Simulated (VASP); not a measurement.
# F4C in VASP: notebook, part 2 of 2

VASP 6.6.1. The steps go on from the part before.

### 3 Relaxation of the atoms, PBE (atoms moved at random, drawn with an rms of 0.02 Å)

Contents of INCAR:

```
SYSTEM = CF4
  PREC = Accurate
  ENCUT = 520
  EDIFF = 1E-6
  ISMEAR = 0
  SIGMA = 0.01
  LREAL = .FALSE.
  LASPH = .TRUE.
  NELM = 60
  ALGO = Fast
  ISIF = 2
  LWAVE = .FALSE.
  LCHARG = .FALSE.
  GGA = PE
  IBRION = 2
  NSW = 40
  EDIFFG = -0.01
```

Contents of KPOINTS:

```
Automatic mesh
0
G
  1 1 1
  0 0 0
```

Contents of POSCAR:

```
CF4
1.0
   12.0000000000      0.0000000000      0.0000000000
    0.0000000000     11.0000000000      0.0000000000
    0.0000000000      0.0000000000     11.0000000000
F C
4 1
Direct
    0.4190550000      0.4846630000      0.5930650000
    0.5848000000      0.4377970000      0.5425420000
    0.4468520000      0.4105970000      0.4133460000
    0.5036590000      0.5903020000      0.4578930000
    0.4897450000      0.4802020000      0.5021160000
```

Potentials or basis: VASP PAW PBE potentials, release 64 (F, C).

Command:

```bash
$ cat potpaw_PBE.64/F/POTCAR potpaw_PBE.64/C/POTCAR > POTCAR
$ mpirun -np 1 vasp_gam > vasp.out
```

OUTCAR:

```text
SYSTEM = CF4
   PREC = Accurate
   ENCUT = 520
   EDIFF = 1E-6
   ISMEAR = 0
   LREAL = .FALSE.
   LASPH = .TRUE.
   NELM = 60
   ISIF = 2
   GGA = PE
   IBRION = 2
   NSW = 40
   EDIFFG = -0.01

 ion  position               nearest neighbor table
   1  0.419  0.485  0.593-   5 1.31
   2  0.585  0.438  0.543-   5 1.31
   3  0.447  0.411  0.413-   5 1.34
   4  0.504  0.590  0.458-   5 1.32
   5  0.490  0.480  0.502-   2 1.31   1 1.31   4 1.32   3 1.34

  LATTYP: Found a simple tetragonal cell.
 ALAT       =    11.0000000000
 C/A-ratio  =     1.0909090909

  Lattice vectors:

 A1 = (   0.0000000000,  11.0000000000,   0.0000000000)
 A2 = (   0.0000000000,   0.0000000000,  11.0000000000)
 A3 = (  12.0000000000,   0.0000000000,   0.0000000000)

Analysis of symmetry for initial positions (statically):
=====================================================================
 Subroutine PRICEL returns:
 Original cell was already a primitive cell.

 Routine SETGRP: Setting up the symmetry group for a
 simple tetragonal supercell.

 Subroutine GETGRP returns: Found  1 space group operations
 (whereof  1 operations were pure point group operations)
 out of a pool of 16 trial point group operations.

The static configuration has the point symmetry C_1 .

Analysis of symmetry for dynamics (positions and initial velocities):
=====================================================================
 Subroutine PRICEL returns:
 Original cell was already a primitive cell.

 Routine SETGRP: Setting up the symmetry group for a
 simple tetragonal supercell.

 Subroutine GETGRP returns: Found  1 space group operations
 (whereof  1 operations were pure point group operations)
 out of a pool of 16 trial point group operations.

The dynamic configuration has the point symmetry C_1 .

 Subroutine INISYM returns: Found  1 space group operations
 (whereof  1 operations are pure point group operations),
 and found     1 'primitive' translations

----------------------------------------------------------------------------------------

                                     Primitive cell

  volume of cell :    1452.0000

  direct lattice vectors                    reciprocal lattice vectors
    12.000000000  0.000000000  0.000000000     0.083333333  0.000000000  0.000000000
     0.000000000 11.000000000  0.000000000     0.000000000  0.090909091  0.000000000
     0.000000000  0.000000000 11.000000000     0.000000000  0.000000000  0.090909091

  length of vectors
    12.000000000 11.000000000 11.000000000     0.083333333  0.090909091  0.090909091

  position of ions in fractional coordinates (direct lattice)
     0.419055000  0.484663000  0.593065000
     0.584800000  0.437797000  0.542542000
     0.446852000  0.410597000  0.413346000
     0.503659000  0.590302000  0.457893000
     0.489745000  0.480202000  0.502116000

  ion indices of the primitive-cell ions
   primitive index   ion index
                 1           1
                 2           2
                 3           3
                 4           4
                 5           5

[... 39 lines left out ...]
   ISTART =      0    job   : 0-new  1-cont  2-samecut
   ICHARG =      2    charge: 1-file 2-atom 10-const
   ISPIN  =      1    spin polarized calculation?
   LNONCOLLINEAR =      F non collinear calculations
   LSORBIT =      F    spin-orbit coupling
   LASPH  =      T    aspherical Exc in radial PAW
   ENCUT  =  520.0 eV  38.22 Ry    6.18 a.u.  22.31 20.45 20.45*2*pi/ulx,y,z
   NELM   =     60;   NELMIN=  2; NELMDL= -5     # of ELM steps
   EDIFF  = 0.1E-05   stopping-criterion for ELM
   LREAL  =      F    real-space projection
   EDIFFG = -.1E-01   stopping-criterion for IOM
   NSW    =     40    number of steps for IOM
   IBRION =      2    ionic relax: 0-MD 1-quasi-New 2-CG
   NFREE  =      1    steps in history (QN), initial steepest desc. (CG)
   ISIF   =      2    stress and relaxation
   ISYM   =      2    0-nonsym 1-usesym 2-fastsym
   POTIM  = 0.5000    time-step for ionic-motion
   TEBEG  =    0.0;   TEEND  =   0.0 temperature during run
   PSTRESS=    0.0 pullay stress
   NELECT =      32.0000    total number of electrons
   NUPDOWN=      -1.0000    fix difference up-down
   EMIN   =  10.00;   EMAX   =-10.00  energy-range for DOS
   EFERMI =   0.00;   METHOD = LEGACY
   ISMEAR =     0;   SIGMA  =   0.01  broadening in eV -4-tet -1-fermi 0-gaus
   EFERMI_NEDOS =   21; number of points for ismear=-14 and -15
   IALGO  =     68    algorithm
   IMIX   =      4    mixing-type and parameters
     AMIX     =   0.40;   BMIX     =  1.00
     AMIX_MAG =   1.60;   BMIX_MAG =  1.00
  volume/ion in A,a.u.               =     290.40      1959.72
  Fermi-wavevector in a.u.,A,eV,Ry     =   0.458989  0.867364  2.866356  0.210671
  Thomas-Fermi vector in A             =   1.444625
   LORBIT       =      0    0 simple, 1 ext, 2 COOP (PROOUT), +10 PAW based schemes
   GGA     = PE    functional components
   LHFCALC =     F    Hartree Fock is set to
   AEXX    =    0.0000 exact exchange contribution
   IVDW    =     0    specifies the selected vdW correction
   LEPSILON=     F    determine dielectric tensor
   LRPA    =     F    only Hartree local field effects (RPA)
 conjugate gradient relaxation of ions
 non-spin polarized calculation
 RMM-DIIS sequential band-by-band and
 Gauss-broadening in eV      SIGMA  =   0.01
  energy-cutoff  :      520.00
  volume of cell :     1452.00
 maximum number of plane-waves:     19579
 NGX is ok and might be reduce to    90
   NGX = 45   NGY = 41   NGZ = 41

--------------------------------------- Ionic step        1  -------------------------------------------

 number of electron      32.0000021 magnetization

 Free energy of the ion-electron system (eV)
  ---------------------------------------------------
  ext. energy  EPLUGINS =         0.00000000
  ---------------------------------------------------
  free energy    TOTEN  =       -25.50894987 eV

  energy without entropy =      -25.50894987  energy(sigma->0) =      -25.50894987

------------------------ aborting loop because EDIFF is reached ----------------------------------------

  FORCE on cell =-STRESS in cart. coord.  units (eV):
  Direction    XX          YY          ZZ          XY          YZ          ZX
  --------------------------------------------------------------------------------------
  -------------------------------------------------------------------------------------
  Total        2.5663528      2.4866418      1.7439555     -0.3529150     -0.5208951     -0.8565940
  in kB        2.8317853      2.7438299      1.9243292     -0.3894163     -0.5747702     -0.9451897
  external PRESSURE =       2.4999815 kB  Pullay stress =       0.0000000 kB
[... 26 lines left out ...]
--------------------------------------- Ionic step        2  -------------------------------------------

 number of electron      32.0000018 magnetization

 E-fermi :  -9.9784     XC(G=0):  -0.6821

 val. band max:      -10.0900954337   @ k =   0.0000   0.0000   0.0000
 cond. band min:      -0.6225890307   @ k =   0.0000   0.0000   0.0000
 fundamental gap:      9.4675064030
 Fermi energy:        -9.9784165545

 k-point     1 :       0.0000    0.0000    0.0000
  band No.  band energies     occupation
      1     -33.9192      2.00000
      2     -31.7318      2.00000
      3     -31.1394      2.00000
      4     -30.8008      2.00000
      5     -18.1222      2.00000
      6     -15.5356      2.00000
[... 83 lines left out ...]
  FREE ENERGIE OF THE ION-ELECTRON SYSTEM (eV)
  ---------------------------------------------------
  free  energy   TOTEN  =       -25.5938550945 eV

  energy  without entropy=      -25.5938550945  energy(sigma->0) =      -25.59385509

[... ionic steps 4 to 8 ...]

--------------------------------------- Ionic step        9  -------------------------------------------

 number of electron      32.0000005 magnetization

------------------------ aborting loop because EDIFF is reached ----------------------------------------
[... 73 lines left out ...]
--------------------------------------- Ionic step       11  -------------------------------------------

 number of electron      32.0000006 magnetization

 Free energy of the ion-electron system (eV)
  ---------------------------------------------------
  ext. energy  EPLUGINS =         0.00000000
  ---------------------------------------------------
  free energy    TOTEN  =       -25.60332545 eV

  energy without entropy =      -25.60332545  energy(sigma->0) =      -25.60332545

 E-fermi : -10.1733     XC(G=0):  -0.6685

 val. band max:      -10.2219207346   @ k =   0.0000   0.0000   0.0000
 cond. band min:      -0.3807908715   @ k =   0.0000   0.0000   0.0000
 fundamental gap:      9.8411298631
 Fermi energy:       -10.1733391179

 k-point     1 :       0.0000    0.0000    0.0000
  band No.  band energies     occupation
      1     -34.4060      2.00000
      2     -31.5530      2.00000
      3     -31.5522      2.00000
      4     -31.5513      2.00000
      5     -18.0317      2.00000
      6     -15.5765      2.00000
[... 44 lines left out ...]
  FREE ENERGIE OF THE ION-ELECTRON SYSTEM (eV)
  ---------------------------------------------------
  free  energy   TOTEN  =       -25.6033254547 eV

  energy  without entropy=      -25.6033254547  energy(sigma->0) =      -25.60332545

 reached required accuracy - stopping structural energy minimisation
```

CONTCAR:

```text
CF4
   1.00000000000000
    12.0000000000000000    0.0000000000000000    0.0000000000000000
     0.0000000000000000   11.0000000000000000    0.0000000000000000
     0.0000000000000000    0.0000000000000000   11.0000000000000000
  F               C
     4     1
Direct
     0.4163248570310326    0.4850484324736106    0.5949313279433034
     0.5866864801460687    0.4358684794233086    0.5410437905097091
     0.4478977322816663    0.4085532693951265    0.4137474907702997
     0.5043765789718414    0.5933823754630937    0.4574485973613843
     0.4888253515693901    0.4807084432448638    0.5017907934153004

  0.00000000E+00  0.00000000E+00  0.00000000E+00
  0.00000000E+00  0.00000000E+00  0.00000000E+00
  0.00000000E+00  0.00000000E+00  0.00000000E+00
  0.00000000E+00  0.00000000E+00  0.00000000E+00
  0.00000000E+00  0.00000000E+00  0.00000000E+00
```

Run time: 9 min. Hardware: 1 thread of Intel Xeon Platinum 8488C (Sapphire Rapids), shared host; peak memory 1.2 GiB.

What came out:

```yaml
Free_energy: -25.6033 eV
Energy_gained_by_relaxing: 18.9 meV/atom
Ionic_steps: 11
Largest_force_after_relaxing: 0.007 eV/Å
Gap_between_the_frontier_levels: 9.84 eV
```

Forces in eV/Å, atoms in the order of the input:
```
F    0.002  0.000 -0.002
F   -0.002  0.000 -0.003
F    0.004  0.003  0.005
F   -0.001 -0.002  0.000
C   -0.002  0.000 -0.001
```

Step by step:
```
step  energy change (eV)  largest force (eV/Å)  pressure (GPa)
   1              0.0000                1.8110            0.25
   2              0.1357                2.4771           -0.40
   3             -0.0849                0.4548           -0.02
   4             -0.0889                0.5480           -0.05
   5             -0.0910                0.3169           -0.04
   6             -0.0937                0.1170           -0.01
   7             -0.0939                0.0734           -0.02
   8             -0.0943                0.0347           -0.02
   9             -0.0944                0.0455           -0.02
  10             -0.0943                0.0797           -0.02
  11             -0.0944                0.0071           -0.02
```

Final structure:
```
F C
1.0
    12.00000    0.00000    0.00000
     0.00000   11.00000    0.00000
     0.00000    0.00000   11.00000
F C
4 1
Direct
  0.41632 0.48505 0.59493
  0.58669 0.43587 0.54104
  0.44790 0.40855 0.41375
  0.50438 0.59338 0.45745
  0.48883 0.48071 0.50179
```

### 4 Atomic charges, PBE+TS

Contents of INCAR:

```
SYSTEM = CF4
PREC = Accurate
ENCUT = 520
EDIFF = 1E-6
ISMEAR = 0
SIGMA = 0.01
LREAL = .False.
LASPH = .True.
NELM = 60
ALGO = Fast
ISIF = 2
LWAVE = .False.
LCHARG = .False.
GGA = PE
IVDW = 2
LORBIT = 11
```

Contents of KPOINTS:

```
regular mesh
0
Gamma
  1 1 1
  0 0 0
```

Contents of POSCAR:

```
CF4
1.0
   12.0000000000      0.0000000000      0.0000000000
    0.0000000000     11.0000000000      0.0000000000
    0.0000000000      0.0000000000     11.0000000000
F C
4 1
Direct
    0.4174333300      0.4852545500      0.5919863600
    0.5847333300      0.4373818200      0.5402227300
    0.4496083300      0.4115000000      0.4141954500
    0.5046583300      0.5923181800      0.4586954500
    0.4891083300      0.4816181800      0.5012772700
```

Command:

```bash
$ cat potpaw_PBE.64/F/POTCAR potpaw_PBE.64/C/POTCAR > POTCAR
$ mpirun -np 1 vasp_gam > vasp.out
```

Run time: 85 s. Hardware: 1 thread of Intel Xeon Platinum 8488C (Sapphire Rapids), shared host; peak memory 1.1 GiB.

It converged, with:

```yaml
Free_energy: -25.5259 eV
Largest_force: 1.520 eV/Å
Gap_between_the_frontier_levels: 9.85 eV
Valence_electrons_inside_the_program's_atomic_spheres: F 6.16; C 2.40
Hirshfeld_charges: F -0.08; C +0.30 e
Dispersion_energy_per_atom: 0.000 eV
```

Forces on the atoms (eV/Å):
```
F   -0.990  0.047  1.151
F    1.324 -0.560  0.493
F   -0.547 -0.887 -1.103
F    0.213  1.404 -0.539
C   -0.001 -0.003 -0.002
```

Levels at points of the mesh, in eV from the valence-band top:
```tsv
k point	band 14	band 15	band 16	band 17	band 18	band 19
(0.00, 0.00, 0.00)	0.00	0.00	0.00	9.85	11.00	11.02
```

A hybrid or GW would open this gap; PBE tends to underestimate it.

### 5 Electron localisation function, PBE

Contents of INCAR:

```
ALGO = Normal ; EDIFF = 1E-6
ENCUT = 520 ; GGA = PE
ISIF = 2 ; ISMEAR = 0
LASPH = T ; LCHARG = T
LELF = T ; LREAL = F
LWAVE = F ; NELM = 60
PREC = Accurate ; SIGMA = 0.01
```

Contents of KPOINTS:

```
k-points
0
Gamma
  1 1 1
```

POSCAR is that of step 4.

Command:

```bash
$ cat potpaw_PBE.64/F/POTCAR potpaw_PBE.64/C/POTCAR > POTCAR
$ mpirun -np 1 vasp_gam > vasp.out
```

Wall time 79 s (1 thread of Intel Xeon Platinum 8488C (Sapphire Rapids), shared host); peak memory 1.1 GiB.

Results (log left out):

```
Free energy                     : -25.5242 eV
Largest force                   : 1.517 eV/Å
Gap between the frontier levels : 9.85 eV
```

Forces on the atoms (eV/Å):
```
F   -0.988  0.047  1.149
F    1.322 -0.559  0.492
F   -0.546 -0.886 -1.101
F    0.213  1.401 -0.538
C   -0.001 -0.003 -0.002
```

Levels at points of the mesh, in eV from the valence-band top:
| k point | band 12 | band 13 | band 14 | band 15 | band 16 | band 17 | band 18 | band 19 | band 20 |
| --- | --- | --- | --- | --- | --- | --- | --- | --- | --- |
| (0.00, 0.00, 0.00) | -1.30 | -1.30 | 0.00 | 0.00 | 0.00 | 9.85 | 10.99 | 11.01 | 11.14 |

### 6 Summary

```tsv
task	level	cell	gap on the mesh (eV)	largest force (eV/Å)
single point	PBE	atoms moved at random, drawn with an rms of 0.05 Å	9.80	1.76
relaxation of the atoms	PBE	atoms relaxed from: atoms moved at random, drawn with an rms of 0.02 Å	9.84	0.01
atomic charges	PBE+TS	as given	9.85	1.52
electron localisation function	PBE	as given	9.85	1.52
```

Alike in all rows: potentials or basis VASP PAW PBE potentials, release 64 (F, C); no spin polarisation; k mesh 1 × 1 × 1; cutoff (eV) 520; smearing gaussian 0.01 eV.

Total energies depend on the potentials used, so only differences within one code and one set of settings carry meaning.
